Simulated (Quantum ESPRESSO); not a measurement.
Na:

```
Na
1.0
    -2.14100    2.14100    2.14100
     2.14100   -2.14100    2.14100
     2.14100    2.14100   -2.14100
Na
1
Direct
  0.00000 0.00000 0.00000
```

Base run:

| Item | Value |
| --- | --- |
| Program | Quantum ESPRESSO 7.5 |
| Functional | LDA |
| Potentials or basis | PseudoDojo 0.4.1 SR LDA standard |
| Cutoff | 1197 eV |
| Density cutoff | 4789 eV |
| k mesh | 9 × 9 × 9 |
| Occupations | fermi-dirac, width 0.05 eV |
| Spin | no spin polarisation |

Its results: band gap on the k mesh none (metal or under the smearing width); pressure -1.1 GPa.

The run is repeated on the same cell with these changes: potentials or basis from PseudoDojo 0.4.1 SR LDA standard to JTH 2.0 LDA; cutoff from 1197 eV to 490 eV; density cutoff from 4789 eV to 2939 eV. What comes out?

Band gap on the k mesh none (metal or under the smearing width); pressure -1.6 GPa.

Caveats: the cutoff is low for these files, which shifts pressure and relaxed volume (some runs).
